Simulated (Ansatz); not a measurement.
# NaCl (Pm-3m) in Ansatz: further runs

Runs on NaCl. Level: PBEsol. Tasks: single point, equation of state.

Everything below comes from runs of Ansatz 0.2.0. Logs are shortened: lines on timing, memory, paths and dates and some standing lists are left out, and cuts for length are marked.

### 1 The crystal as given

It takes space group Pm-3m (No. 221, cubic). The conventional cell has a = 3.502 Å, b = 3.502 Å, c = 3.502 Å, α = 90.00°, β = 90.00°, γ = 90.00°. Cl (site symmetry m-3m) is surrounded by 8 Na at 3.03 Å. Na (site symmetry m-3m) has 8 Cl at 3.03 Å as nearest neighbours.

Measurements of this composition are mostly on another form, of space group No. 225.

### 2 Single point, PBEsol, spin-orbit coupling, no magnetisation, 20.19 Å³/atom (volume scaled by 0.94)

The input, input.yaml:

```yaml
crystal:
  lattice:
    - [3.4306966741, 0.0, 0.0]
    - [0.0, 3.4306966741, 0.0]
    - [0.0, 0.0, 3.4306966741]
  atoms:
    - { symbol: Cl, position: [0.5, 0.5, 0.5] }
    - { symbol: Na, position: [0.0, 0.0, 0.0] }
kpoints:
  mp_grid: { grid: [6, 6, 6] }
scf:
  occupations: { method: fermi_dirac, width: 0.05 }
hamiltonian:
  xc: pbesol
  pseudopotentials: { kind: all_electron, lapw: { basis_error: 0.002 } }
magnetization:
  noncollinear: true
  spin_orbit: true
output:
  forces: true
  stress: true
  eigenvalues: true
```

Potentials or basis: all-electron LAPW, relativistic spinors.

Command:

```bash
> ansatz run input.yaml --threads 1 --pin off --max-ram 3072MiB --backend cpu --events-out ev --progress --plain --runs-dir out
```

What it wrote:

```text
Warning: RAYON_NUM_THREADS=1 ignored (pool sized by the plan → 1); use --threads N
LAPW: plane waves up to 5.996 Å⁻¹, error target 2.0e-3 eV per atom; Dirac's equation on spinors; Na in spheres of 1.448 Å, 9 of its electrons in bands; Cl in spheres of 1.523 Å, 15 of its electrons in bands (how accurate: hamiltonian.pseudopotentials.lapw.basis_error, Limitations)
Engine: ansatz 0.2.0, x86_64-unknown-linux-gnu
Pseudopotentials: kind: all_electron
Pseudopotential: Cl, LAPW, valence charge 15, lapw/all_electron/dirac/gaussian/Cl, Dirac's equation, gaussian nucleus
Pseudopotential: Na, LAPW, valence charge 9, lapw/all_electron/dirac/gaussian/Na, Dirac's equation, gaussian nucleus
Functional definition: PBEsol
  exchange = pbesol_x
  correlation = pbesol_c
non-collinear run that drives no moment, with spin-orbit: no starting moment large enough to seed its density (crystal.atoms[].spin), no starting occupations that ask for one, no magnetisation constraint and no magnetic field, so the semilocal B_xc is pinned to zero
Crystal: 2 atoms, lattice volume = 40.378 Å³
Basis set: ecut = 136.98602675435157 eV, 147 PW (Γ), exchange–correlation at level 2
Bands: 32, of which v1, the nominal top of the filled ones, is band 24 counted from 1 (23 counted from 0)
Symmetry: 48 space group operations + 48 with time reversal
Magnetic group: BNS 221.93 (UNI 1595), of the structure as read, at distance tolerance 3.4e-5 Å
k-points: 20 of 216
Non-local potential: Cl, projectors of the file, none
Non-local potential: Na, projectors of the file, none
Initial density: superposition of atomic densities (chi_scale 0.1, normalization cell, long waves kept (reshape's long-wave potential 0.00 eV rms))
Initial wavefunctions: plane waves of lowest kinetic energy (no species holds an atomic orbital)
Functional: x = pbesol(κ = 0.804, μ = 0.12345679012345678), c = pbesol(β = 0.046)
iter 1 solved again at ethr=1.27e-3 eV; its pass at ethr=1.00e-1 eV (dr2=3.04e-1 eV) is discarded
SCF iter   1: F=—  HF=-16952.472379 eV  |F-HF|=—  |Δ(HF+E_count)|=         —  Δρ=1.88e-2  dr2=3.04e-1  dr2_m=0.00e0 (ungated)  ethr=1.27e-3  |M|=0.00e0 ∫|m|=0.00e0 μB  β_m=0.30  ⟨swp⟩=2.6  Hψ=4092  notcnv=0
preconditioner: auto → none  [insulator: Δε(μ)=4.767 eV  Ē_g=20.801 eV  σ=0.050 eV  W_gap=1.00  n_scr=6 (ndim 8)  ℏωp=21.9 eV  f_vac=0.000  D(μ)=0.00/eV (n_scr^D=0)  ε∞_Penn≈2.1]
SCF iter   2: F=—  HF=-16952.301280 eV  |F-HF|=—  |Δ(HF+E_count)|=   1.71e-1  Δρ=1.03e-2  dr2=9.31e-2  dr2_m=0.00e0 (ungated)  ethr=1.27e-3  |M|=0.00e0 ∫|m|=0.00e0 μB  β_m=0.43  ⟨swp⟩=2.4  Hψ=2100  notcnv=0
iter 3 solved again at ethr=2.62e-5 eV; its pass at ethr=3.88e-4 eV (dr2=6.28e-3 eV) is discarded
SCF iter   3: F=—  HF=-16952.269865 eV  |F-HF|=—  |Δ(HF+E_count)|=   3.14e-2  Δρ=2.70e-3  dr2=6.28e-3  dr2_m=0.00e0 (ungated)  ethr=2.62e-5  |M|=0.00e0 ∫|m|=0.00e0 μB  β_m=0.59  ⟨swp⟩=2.0  Hψ=3316  notcnv=0
SCF iter   4: F=—  HF=-16952.270311 eV  |F-HF|=—  |Δ(HF+E_count)|=         —  Δρ=2.19e-4  dr2=3.09e-5  dr2_m=0.00e0 (ungated)  ethr=2.61e-5  |M|=0.00e0 ∫|m|=0.00e0 μB  β_m=0.68  ⟨swp⟩=2.1  Hψ=2065  notcnv=0
the basis was enlarged: its passes take 135.3 KiB over the memory plan, 1 of 1 planned eigensolver slots
SCF iter   5: F=—  HF=-16952.270354 eV  |F-HF|=—  |Δ(HF+E_count)|=   4.24e-5  Δρ=3.41e-5  dr2=3.08e-7  dr2_m=0.00e0 (ungated)  ethr=1.29e-7  |M|=0.00e0 ∫|m|=0.00e0 μB  β_m=0.72  ⟨swp⟩=3.0  Hψ=2012  notcnv=0
SCF iter   6: F=—  HF=-16952.270355 eV  |F-HF|=—  |Δ(HF+E_count)|=   1.58e-6  Δρ=9.16e-6  dr2=3.13e-8  dr2_m=0.00e0 (ungated)  ethr=1.28e-9  |M|=0.00e0 ∫|m|=0.00e0 μB  β_m=0.68  ⟨swp⟩=3.0  Hψ=2078  notcnv=0
SCF iter   7: F=-16952.270355 eV  HF=-16952.270355 eV  |F-HF|=6.63e-9  |Δ(HF+E_count)|=   7.47e-8  Δρ=2.42e-6  dr2=2.23e-9  dr2_m=0.00e0 (ungated)  ethr=1.30e-10  |M|=0.00e0 ∫|m|=0.00e0 μB  ⟨swp⟩=3.0  Hψ=2038  notcnv=0
SCF 1 converged in 7 iterations: F = -16952.270355 eV  dr2 = 2.23e-9
SCF converged after 7 iterations
Magnetization: |M| = 0.0000 μB,  M = (+0.0000, +0.0000, +0.0000) μB
Absolute magnetization: 0.0000 μB (∫|m|)
  site 0: m = (+0.0000, +0.0000, +0.0000) μB, |m| = 0.0000 μB  (R = 1.52 Å)
  site 1: m = (+0.0000, +0.0000, +0.0000) μB, |m| = 0.0000 μB  (R = 1.45 Å)
Free energy (F): -16952.270355 eV
Harris-Foulkes:  -16952.270355 eV  (|F-HF|=6.63e-9)
Internal energy: -16952.270355 eV  (E = F + TS)
E sigma→0 (E₀):  -16952.270355 eV
Fermi energy:    5.139864 eV
--- Per-component energies (eV) ---
  E_band       = -1776.631691
  E_kinetic    = 17016.567604
  E_xc         = -1129.710421
  E_electrostatic = -32839.127539  (all electrons and nuclei)
  E_smearing   = -0.000000  (= −TS)
  E_closure    = 0.000000  (closes the sum)
  E_atoms      = -16945.568638  (free atoms, spherical and without spin; not in F)
  Σ components = -16952.270355   (vs F -16952.270355, Δ=0.00e0)
  Basis errors (estimates in eV, not in F): energy 6.2e-4 per atom: plane waves 5.4e-4 (2.8e-4 summed), levels above the bands 1.1e-85, relativity 1.9e-8, radial functions 8.1e-5, core shells 1.9e-15; eigenvalues (radial functions only) 1.4e-4; not estimated: angular momenta, meshes, grids; target (lapw.basis_error) 2.0e-3; muffin-tin radii Na 1.448 Å, Cl 1.523 Å
--- Forces (eV/Å), atoms counted from 1 ---
  atom   1  Cl    -0.00000000     0.00000000     0.00000000
  atom   2  Na     0.00000000    -0.00000000    -0.00000000
  max |Σ_I F_I| component: 2.76e-25 eV/Å
--- Stress (GPa, compression-positive) ---
        0.431949       0.000000       0.000000
        0.000000       0.431949       0.000000
        0.000000       0.000000       0.431949
  P = ⅓ Tr σ = 0.4319 GPa (4.319 kbar)
--- Band table (eV; the first three rows and the last of 20) ---
  k-point 0: bands = ["-240.5362", "-240.5362", "-180.8769", "-180.8769", "-179.1842", "-179.1842", "-179.1842", "-179.1842", "-46.7307", "-46.7307", "-18.9145", "-18.9145", "-18.7360", "-18.7360", "-18.7360", "-18.7360", "-10.5234", "-10.5234", "2.4317", "2.4317", "2.5597", "2.5597", "2.5597", "2.5597", "7.1151", "7.1151", "11.3369", "11.3369", "11.3369", "11.3369", "18.7518", "18.7518"]
  k-point 1: bands = ["-240.5362", "-240.5362", "-180.8769", "-180.8769", "-179.1842", "-179.1842", "-179.1842", "-179.1842", "-46.7302", "-46.7302", "-18.9185", "-18.9185", "-18.7445", "-18.7445", "-18.7348", "-18.7348", "-10.4231", "-10.4231", "1.6232", "1.6232", "2.5395", "2.5395", "2.6224", "2.6224", "7.8758", "7.8758", "11.6472", "11.6472", "11.9986", "11.9986", "16.9371", "16.9371"]
  k-point 2: bands = ["-240.5362", "-240.5362", "-180.8769", "-180.8769", "-179.1842", "-179.1842", "-179.1842", "-179.1842", "-46.7291", "-46.7291", "-18.9280", "-18.9280", "-18.7595", "-18.7595", "-18.7323", "-18.7323", "-10.2091", "-10.2091", "0.3232", "0.3232", "2.6666", "2.6666", "2.7535", "2.7535", "9.1454", "9.1454", "12.4969", "12.4969", "12.5117", "12.5117", "15.3951", "15.3951"]
  k-point 19: bands = ["-240.5362", "-240.5362", "-180.8769", "-180.8769", "-179.1842", "-179.1842", "-179.1842", "-179.1842", "-46.7244", "-46.7244", "-18.9478", "-18.9478", "-18.7700", "-18.7700", "-18.7700", "-18.7700", "-9.4571", "-9.4571", "0.9243", "0.9243", "1.0272", "1.0272", "1.0272", "1.0272", "9.9822", "9.9822", "9.9951", "9.9951", "9.9951", "9.9951", "15.2431", "15.2431"]
```

Wall time 14 s (1 thread of Intel Xeon Platinum 8375C at 2.90GHz (Ice Lake), shared host); peak memory 0.32 GiB.

Results:

```
Free energy            : -16952.2704 eV
Pressure               : 0.4 GPa
Band gap on the k mesh : 4.04 eV, indirect (least direct gap 4.56 eV)
```

### 3 Single point, PBEsol, spin-orbit coupling, no magnetisation, 20.62 Å³/atom (volume scaled by 0.96)

input.yaml, as its differences from that of step 2:

```diff
@@ -2,5 +2,5 @@
   lattice:
-    - [3.4306966741, 0.0, 0.0]
-    - [0.0, 3.4306966741, 0.0]
-    - [0.0, 0.0, 3.4306966741]
+    - [3.4548573058, 0.0, 0.0]
+    - [0.0, 3.4548573058, 0.0]
+    - [0.0, 0.0, 3.4548573058]
   atoms:
```

Potentials or basis: all-electron LAPW, relativistic spinors.

Command:

```bash
> ansatz run input.yaml --threads 1 --pin off --max-ram 3072MiB --backend cpu --events-out ev --progress --plain --runs-dir out
```

Wall time 13 s (1 thread of Intel Xeon Platinum 8375C at 2.90GHz (Ice Lake), shared host); peak memory 0.31 GiB.

The run converged. Its results:

* Free energy: -16952.2710 eV
* Pressure: -0.2 GPa
* Band gap on the k mesh: 3.97 eV, indirect (least direct gap 4.46 eV)

### 4 Single point, PBEsol, spin-orbit coupling, no magnetisation, 21.05 Å³/atom (volume scaled by 0.98)

input.yaml, as its differences from that of step 3:

```diff
@@ -2,5 +2,5 @@
   lattice:
-    - [3.4548573058, 0.0, 0.0]
-    - [0.0, 3.4548573058, 0.0]
-    - [0.0, 0.0, 3.4548573058]
+    - [3.4786846609, 0.0, 0.0]
+    - [0.0, 3.4786846609, 0.0]
+    - [0.0, 0.0, 3.4786846609]
   atoms:
```

Command:

```bash
> ansatz run input.yaml --threads 1 --pin off --max-ram 3072MiB --backend cpu --events-out ev --progress --plain --runs-dir out
```

It took 14 s on 1 thread of Intel Xeon Platinum 8375C at 2.90GHz (Ice Lake), shared host; peak memory 0.31 GiB.

The run converged. Its results:

- Free energy: -16952.2685 eV
- Pressure: -0.7 GPa
- Band gap on the k mesh: 3.90 eV, indirect (least direct gap 4.38 eV)

### 5 Single point, PBEsol, spin-orbit coupling, no magnetisation, 21.48 Å³/atom

input.yaml, as its differences from that of step 4:

```diff
@@ -2,5 +2,5 @@
   lattice:
-    - [3.4786846609, 0.0, 0.0]
-    - [0.0, 3.4786846609, 0.0]
-    - [0.0, 0.0, 3.4786846609]
+    - [3.50219, 0.0, 0.0]
+    - [0.0, 3.50219, 0.0]
+    - [0.0, 0.0, 3.50219]
   atoms:
```

Command:

```bash
> ansatz run input.yaml --threads 1 --pin off --max-ram 3072MiB --backend cpu --events-out ev --progress --plain --runs-dir out
```

Wall time 15 s (1 thread of Intel Xeon Platinum 8375C at 2.90GHz (Ice Lake), shared host); peak memory 0.31 GiB.

It converged, with:

```
Free energy            : -16952.2633 eV
Pressure               : -1.2 GPa
Band gap on the k mesh : 3.84 eV, indirect (least direct gap 4.30 eV)
```

### 6 Single point, PBEsol, spin-orbit coupling, no magnetisation, 21.91 Å³/atom (volume scaled by 1.02)

input.yaml, as its differences from that of step 5:

```diff
@@ -2,5 +2,5 @@
   lattice:
-    - [3.50219, 0.0, 0.0]
-    - [0.0, 3.50219, 0.0]
-    - [0.0, 0.0, 3.50219]
+    - [3.5253839872, 0.0, 0.0]
+    - [0.0, 3.5253839872, 0.0]
+    - [0.0, 0.0, 3.5253839872]
   atoms:
```

Potentials or basis: all-electron LAPW, relativistic spinors.

Command:

```bash
> ansatz run input.yaml --threads 1 --pin off --max-ram 3072MiB --backend cpu --events-out ev --progress --plain --runs-dir out
```

Wall time 12 s (1 thread of Intel Xeon Platinum 8375C at 2.90GHz (Ice Lake), shared host); peak memory 0.31 GiB.

Results (log left out):

```
Free energy            : -16952.2556 eV
Pressure               : -1.6 GPa
Band gap on the k mesh : 3.78 eV, indirect (least direct gap 4.22 eV)
```

### 7 Single point, PBEsol, spin-orbit coupling, no magnetisation, 22.34 Å³/atom (volume scaled by 1.04)

input.yaml, as its differences from that of step 6:

```diff
@@ -2,5 +2,5 @@
   lattice:
-    - [3.5253839872, 0.0, 0.0]
-    - [0.0, 3.5253839872, 0.0]
-    - [0.0, 0.0, 3.5253839872]
+    - [3.5482767325, 0.0, 0.0]
+    - [0.0, 3.5482767325, 0.0]
+    - [0.0, 0.0, 3.5482767325]
   atoms:
```

Command:

```bash
> ansatz run input.yaml --threads 1 --pin off --max-ram 3072MiB --backend cpu --events-out ev --progress --plain --runs-dir out
```

It took 14 s on 1 thread of Intel Xeon Platinum 8375C at 2.90GHz (Ice Lake), shared host; peak memory 0.3 GiB.

Results (log left out):

```yaml
Free_energy: -16952.2458 eV
Pressure: -2.0 GPa
Band_gap_on_the_k_mesh: 3.72 eV, indirect (least direct gap 4.15 eV)
```

### 8 Single point, PBEsol, spin-orbit coupling, no magnetisation, 22.77 Å³/atom (volume scaled by 1.06)

input.yaml, as its differences from that of step 7:

```diff
@@ -2,5 +2,5 @@
   lattice:
-    - [3.5482767325, 0.0, 0.0]
-    - [0.0, 3.5482767325, 0.0]
-    - [0.0, 0.0, 3.5482767325]
+    - [3.5708778306, 0.0, 0.0]
+    - [0.0, 3.5708778306, 0.0]
+    - [0.0, 0.0, 3.5708778306]
   atoms:
```

Command:

```bash
> ansatz run input.yaml --threads 1 --pin off --max-ram 3072MiB --backend cpu --events-out ev --progress --plain --runs-dir out
```

Run time: 13 s. Hardware: 1 thread of Intel Xeon Platinum 8375C at 2.90GHz (Ice Lake), shared host; peak memory 0.31 GiB.

The run converged. Its results:

| Item | Value |
| --- | --- |
| Free energy | -16952.2340 eV |
| Pressure | -2.4 GPa |
| Band gap on the k mesh | 3.67 eV, indirect (least direct gap 4.08 eV) |

### 9 Equation of state, PBEsol, spin-orbit coupling, no magnetisation

Potentials or basis: all-electron LAPW, relativistic spinors.

This step only gathers the single runs of the series.

What came out:

```yaml
Equilibrium_volume: 20.49 Å³/atom
Bulk_modulus: 29 GPa
Pressure_derivative_of_the_bulk_modulus: 4.8
```

Energy against volume, from the lowest point:
```tsv
volume (Å³/atom)	energy (meV/atom)
20.189	0.33
20.619	0.00
21.048	1.24
21.478	3.86
21.907	7.70
22.337	12.62
22.766	18.51
```
